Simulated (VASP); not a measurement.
# MoS2 in VASP: convergence with PREC

Slab: MoS2, a slab with vacuum.

```
Mo S
1.0
     3.18454    0.00000    0.00000
    -1.59227    2.75789    0.00000
     0.00000    0.00000   21.67053
Mo S
2 4
Direct
  0.32765 0.66407 0.85049
  0.66188 0.33089 0.14945
  0.66786 0.33289 0.77932
  0.32592 0.66030 0.07642
  0.66986 0.33211 0.92420
  0.33083 0.66458 0.22102
```

The cell isn't the ideal one: atoms moved at random, drawn with an rms of 0.02 Å.

```yaml
Program: VASP 6.6.1
Task: single point
Functional: PBE
Potentials_or_basis: VASP PAW PBE potentials, release 64 (Mo_sv, S)
Cutoff: 520 eV
k_mesh: 7 × 7 × 2
Occupations: gaussian, width 0.02 eV
Spin: no spin polarisation
```

These are the settings of the first run; the series varies PREC, with any setting tied to it.

Hardware: 1 thread of Intel(R) Xeon(R) 6975P-C (Granite Rapids), with other jobs on the host.

Question: The values tried are Low, Medium, Single, Normal, High, Accurate, loosest first. From which on does the largest force stay within 0.005 eV/Å of the tightest run that finished?

Answer: From Medium on.

```csv
PREC,"energy less the tightest run, at zero smearing (meV/atom)",largest force (eV/Å),SCF cycles,CPU time (s),peak memory (GiB)
Low,0.11,0.881,23,170,0.28
Medium,0.01,0.900,23,180,0.29
Single,-0.03,0.900,23,370,0.32
Normal,-0.01,0.897,23,220,0.33
High,0.01,0.896,23,370,0.33
Accurate,0.00,0.897,23,310,0.41
```

Against the tightest run, the energy stays within 1 meV/atom from Low on. The tightest run that finished is the yardstick and may itself not be fully converged.
